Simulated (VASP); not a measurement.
NaH under changes of volume

One of the cells (14.817 Å³/atom); the others are scaled copies at fixed shape and fractional positions:

```
Na H
1.0
     0.00000    2.45616    2.45616
     2.45616    0.00000    2.45616
     2.45616    2.45616    0.00000
Na H
1 1
Direct
  0.00000 0.00000 0.00000
  0.50000 0.50000 0.50000
```

| Property | Result |
| --- | --- |
| Program | VASP 6.6.1 |
| Functional | PBEsol |
| Potentials or basis | VASP PAW PBE potentials, release 64 (Na_pv, H) |
| Cutoff | 520 eV |
| k mesh | 9 × 9 × 9 |
| Occupations | fermi-dirac, width 0.05 eV |
| Spin | no spin polarisation |

```tsv
volume (Å³/atom)	energy over the lowest point (meV/atom)	pressure (GPa)	gap on the mesh (eV)
13.655	0.00	0.2	3.93
13.946	0.04	-0.3	3.89
14.236	0.94	-0.8	3.86
14.817	5.04	-1.6	3.79
15.108	8.10	-1.9	3.75
15.398	?	?	?
```

Q: What does the run at 15.398 Å³/atom give?

A: Energy over the lowest point 11.74 meV/atom; pressure -2.2 GPa; gap on the mesh 3.72 eV.

Worked out: A Birch-Murnaghan fit of order 3 (a polynomial in V^(-2/3)) to the other rows has its minimum at 13.79 Å³/atom with B0 = V·E''(V) = 24 GPa and B' = 3.6. It gives 11.74 meV/atom at 15.398 Å³/atom, against the run's 11.74, and -dE/dV = -2.2 GPa, against -2.2. A straight line through the other rows of the gap, of slope -1.75 eV per unit of ln V, extrapolates to 3.72 eV, against the run's 3.72.

Energies are extrapolated to zero smearing.

Caveats: the PAW data sets were made with another functional, which shifts forces and pressure a little; an odd mesh through Γ misses points on the zone boundary, where band edges often lie.
